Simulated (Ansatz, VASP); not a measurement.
**Two plane-wave programs on P**

File POSCAR:

```
P
1.0
   -1.6915100431      2.5151650373      1.8589441358
    1.6915100431     -2.5151650373      1.8589441358
    1.6915100431      2.5151650373     -1.8589441358
P
2
Direct
    0.8033091100      0.0533091100      0.7500000000
    0.1966908900      0.9466908900      0.2500000000
```

Contents of INCAR.step1:

```
  PREC = Accurate
  ENCUT = 520
  ISMEAR = 0
  SIGMA = 0.1
  LREAL = F
  LASPH = T
  NELM = 80
  NBANDS = 12
  GGA = PE
  ALGO = Normal
  EDIFF = 1E-4
  LWAVE = T
  LCHARG = F
```

Contents of INCAR.step2:

```
  PREC = Accurate
  ENCUT = 520
  EDIFF = 1E-6
  ISMEAR = 0
  SIGMA = 0.1
  LREAL = F
  LASPH = T
  NELM = 80
  ALGO = Normal
  ISIF = 2
  LWAVE = F
  LCHARG = F
  METAGGA = R2SCAN
  LMIXTAU = T
  NBANDS = 12
  ISTART = 1
```

File KPOINTS:

```
Automatic mesh
0
Gamma
  4 4 4
```

Input for Ansatz:

```yaml
crystal:
  lattice:
    - [-1.6915100431, 2.5151650373, 1.8589441358]
    - [1.6915100431, -2.5151650373, 1.8589441358]
    - [1.6915100431, 2.5151650373, -1.8589441358]
  atoms:
    - { symbol: P, position: [0.80330911, 0.05330911, 0.75] }
    - { symbol: P, position: [0.19669089, 0.94669089, 0.25] }
basis:
  ecutwfc: 500
kpoints:
  mp_grid: { grid: [4, 4, 4] }
hamiltonian:
  xc: r2scan
scf:
  occupations: { method: gaussian, width: 0.1 }
output:
  forces: true
  stress: true
  eigenvalues: true
```

Alike in both runs: task single point; functional r2SCAN; k mesh 4 × 4 × 4; occupations gaussian, width 0.1 eV; no spin polarisation.

|  | VASP | Ansatz |
| --- | --- | --- |
| version | VASP 6.6.1 | Ansatz 0.2.0 |
| potentials or method | VASP PAW PBE potentials, release 64 (P) | scalar-relativistic, plane waves, PAW |
| plane-wave cutoff (eV) | 520 | 500 |
| valence electrons in the cell | 10 | 10 |

```csv
,VASP,Ansatz,Ansatz less VASP
gap on the k mesh at the Fermi level (eV),none,none,-
pressure (GPa),1.7,2.2,+0.58
largest component of the traceless stress (GPa),0.92,1.17,+0.252
rms of the force components (eV/Å),0.049,0.010,-0.0388
```

Atom by atom the forces differ by 0.058 eV/Å (rms over components). A gap of «none» marks a metal or a gap that the smearing closes. With one functional, cell and mesh, what is left measures potentials, basis and numerics.

Caveats: the k mesh is coarse (spacing up to 0.63 Å⁻¹), so the values aren't converged; the PAW data sets were made with another functional, which shifts forces and pressure a little (VASP).
